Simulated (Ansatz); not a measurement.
Working through a single point from an input typed as a dict of B, space group R-3m

Program: Ansatz's Python interface.

Interactive session:
```pycon
>>> import warnings
>>> import ansatz as az
>>> warnings.simplefilter("ignore", az.DeckWarning)
>>> settings = {
...     "crystal": {
...         "lattice": [
...             [2.45895, 1.419675, 4.1935],
...             [-2.45895, 1.419675, 4.1935],
...             [0.0, -2.839351, 4.1935],
...         ],
...         "atoms": [
...             {"symbol": "B", "position": [0.01019, 0.65361, 0.01019]},
...             {"symbol": "B", "position": [0.01019, 0.01019, 0.65361]},
...             {"symbol": "B", "position": [0.65361, 0.01019, 0.01019]},
...             {"symbol": "B", "position": [0.98981, 0.34639, 0.98981]},
...             {"symbol": "B", "position": [0.34639, 0.98981, 0.98981]},
...             {"symbol": "B", "position": [0.98981, 0.98981, 0.34639]},
...             {"symbol": "B", "position": [0.22118, 0.6306, 0.22118]},
...             {"symbol": "B", "position": [0.22118, 0.22118, 0.6306]},
...             {"symbol": "B", "position": [0.6306, 0.22118, 0.22118]},
...             {"symbol": "B", "position": [0.77882, 0.3694, 0.77882]},
...             {"symbol": "B", "position": [0.3694, 0.77882, 0.77882]},
...             {"symbol": "B", "position": [0.77882, 0.77882, 0.3694]},
...         ],
...     },
...     "kpoints": {"mp_grid": {"kspacing": 0.3}},
...     "hamiltonian": {"xc": "pbesol"},
...     "scf": {"occupations": {"method": "gaussian", "width": 0.1}},
...     "output": {"forces": True, "stress": True, "eigenvalues": True},
... }
>>> planned = az.Session.from_dict(settings).plan(threads=1, pin="off")
>>> out = planned.execute()

>>> rep = out.report
>>> rep["free_energy_ev"]
-1831.9831456818104
>>> rep["kweights"]
[0.004629629629629629, 0.027777777777777776, 0.027777777777777776, 0.013888888888888888, 0.027777777777777776, 0.05555555555555555, 0.05555555555555555, 0.05555555555555555, 0.027777777777777776, 0.027777777777777776, 0.05555555555555555, 0.027777777777777776, 0.013888888888888888, 0.009259259259259259, 0.027777777777777776, 0.027777777777777776, 0.027777777777777776, 0.027777777777777776, 0.027777777777777776, 0.05555555555555555, 0.05555555555555555, 0.05555555555555555, 0.027777777777777776, 0.05555555555555555, 0.027777777777777776, 0.027777777777777776, 0.009259259259259259, 0.027777777777777776, 0.027777777777777776, 0.027777777777777776, 0.027777777777777776, 0.004629629629629629]
>>> rep["published_state_doubts"]
[]
>>> for key in ("converged", "n_iterations", "n_electrons", "n_kpoints", "n_pw", "n_symmetry_ops", "free_energy_ev", "fermi_energy_ev"):
...     print(f"{key:18s} {rep[key]}")
...
converged          True
n_iterations       7
n_electrons        36.0
n_kpoints          32
n_pw               1731
n_symmetry_ops     12
free_energy_ev     -1831.9831456818104
fermi_energy_ev    9.638151853412902
>>> gap = None if "band_edges_ev" not in rep else rep["band_edges_ev"][1] - rep["band_edges_ev"][0]
>>> print("gap on the k mesh:", "withheld (metal, or smearing too wide to tell)" if gap is None else f"{gap:.3f} eV")
gap on the k mesh: 1.404 eV
>>> print("lowest empty less highest filled band, by band count:", round(rep["gap_by_band_count_ev"], 3), "eV")
lowest empty less highest filled band, by band count: 1.404 eV
>>> fermi = rep["fermi_energy_ev"]
>>> print("levels less the Fermi level (eV) at the first k-points")
levels less the Fermi level (eV) at the first k-points
>>> for k, levels in list(zip(rep["kpoints_frac"], rep["eigenvalues_ev"]))[:6]:
...     print("k = ({:.3f}, {:.3f}, {:.3f})".format(*k))
...     print("   ", " ".join(f"{e - fermi:.3f}" for e in levels))
...
k = (0.000, 0.000, 0.000)
    -16.790 -11.073 -10.824 -10.824 -9.780 -9.137 -9.137 -8.871 -7.211 -7.057 -7.057 -6.233 -5.150 -5.150 -2.091 -1.556 -1.556 -1.058 0.706 3.757 3.757 3.967 3.967 5.617 7.023 7.023 8.267
k = (0.000, 0.000, 0.167)
    -16.635 -11.964 -11.159 -11.064 -9.626 -8.962 -8.595 -8.297 -7.531 -7.485 -6.301 -5.752 -4.959 -4.422 -2.413 -2.030 -1.931 -1.397 0.955 2.736 3.207 4.509 4.979 6.048 6.766 7.153 7.562
k = (0.000, 0.000, 0.333)
    -16.224 -13.290 -11.371 -11.292 -10.038 -8.958 -8.100 -7.307 -7.281 -6.834 -6.163 -4.587 -4.187 -3.864 -3.231 -3.066 -2.741 -1.333 1.302 2.887 3.097 3.576 4.560 5.177 6.411 6.717 7.170
k = (0.000, 0.000, -0.500)
    -15.904 -13.933 -11.485 -11.341 -10.194 -9.101 -8.277 -6.444 -6.422 -6.106 -5.867 -5.490 -4.910 -3.814 -3.377 -2.633 -2.395 -1.308 1.188 2.439 2.857 4.063 4.201 4.743 5.624 6.262 6.925
k = (0.000, 0.167, 0.167)
    -16.596 -11.841 -11.418 -11.258 -9.852 -8.658 -8.426 -8.415 -7.820 -6.889 -6.267 -5.557 -4.785 -4.491 -2.418 -2.195 -1.839 -1.813 1.079 2.766 3.173 4.210 4.921 6.201 6.769 6.808 7.315
k = (0.000, 0.167, 0.333)
    -16.278 -12.810 -11.851 -11.593 -9.360 -8.839 -8.768 -7.876 -6.844 -6.626 -5.302 -5.027 -4.509 -3.711 -3.371 -3.083 -2.374 -1.719 1.624 2.004 3.380 3.498 4.849 5.383 5.513 6.833 7.043
>>> # forces in eV per angstrom
>>> print("forces (eV/A)")
forces (eV/A)
>>> for site, force in zip(out.lattice.sites, rep["forces_ev_ang"]):
...     print(f"  {site.symbol:2s} {force[0]:9.4f} {force[1]:9.4f} {force[2]:9.4f}")
...
  B    -0.1073    0.0620    0.1773
  B     0.0000   -0.1239    0.1773
  B     0.1073    0.0620    0.1773
  B     0.1073   -0.0620   -0.1773
  B    -0.1073   -0.0620   -0.1773
  B    -0.0000    0.1239   -0.1773
  B    -0.0772    0.0446   -0.0420
  B     0.0000   -0.0892   -0.0420
  B     0.0772    0.0446   -0.0420
  B     0.0772   -0.0446    0.0420
  B    -0.0772   -0.0446    0.0420
  B    -0.0000    0.0892    0.0420
```

Notes:
- Absolute energies stand on the zero of these potentials, so only differences at equal settings mean something. A total without «per atom» is that of the cell as typed.
- Semilocal gaps usually lie well under measured ones.
- The computed bands are complete only to about 5.6 eV above the Fermi level.
- The zero of the levels is a convention of the potentials, so an absolute Fermi energy is no work function.
- An opening on this mesh may only mean that it misses a point where bands touch.
- At these settings the cell as given stands under about -5 GPa, so it isn't at this functional's equilibrium volume.
- Gaps and levels are Kohn-Sham values on a finite set of k-points.
- Hardware and time: 2.8 s on 1 thread of Intel(R) Xeon(R) 6975P-C (Granite Rapids) (shared host), peak memory 0.42 GiB.

(Lines on the test bed's own set-up are left out of the output.)
